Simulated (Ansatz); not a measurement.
Kick test of a cell of CdTe

It was relaxed at this level from a cell as deposited in COD.

Theory: DFT PBE, scalar-relativistic, plane waves, PAW (Ansatz). Cutoff 420 eV; k points 10×10×10 on the computed 2-atom cell (Γ-centred); Gaussian smearing, width 0.02 eV; no spin polarisation.

The cell below (2 atoms, space group F-43m (No. 216)) is relaxed within its symmetry.

```
Cd Te
1.0
     0.00000    3.30917    3.30917
     3.30917    0.00000    3.30917
     3.30917    3.30917    0.00000
Cd Te
1 1
Direct
  0.00000 0.00000 0.00000
  0.75000 0.75000 0.75000
```

For the test a repeat of it with 4 atoms (edges 4.68, 4.68, 8.11 Å) was strained at random (σ = 1.5 % a component), the atoms were moved at random (σ = 0.05 Å), and all was relaxed again on a coarse 4×4×4 mesh (in the run’s order of axes) with 0.10 eV smearing, with no symmetry imposed.

Spin–orbit coupling, which can matter for Te, is left out.

Task: Does it come back?

Result: It returns, within 1 meV/atom of the unmoved cell on that mesh and with the same symmetry when read at 0.1 Å (Cc at 0.01 Å, so small strains and shifts remain). So it is stable against the distortions that fit this cell and that this random move excites. Modes that don't fit the cell aren't tested.
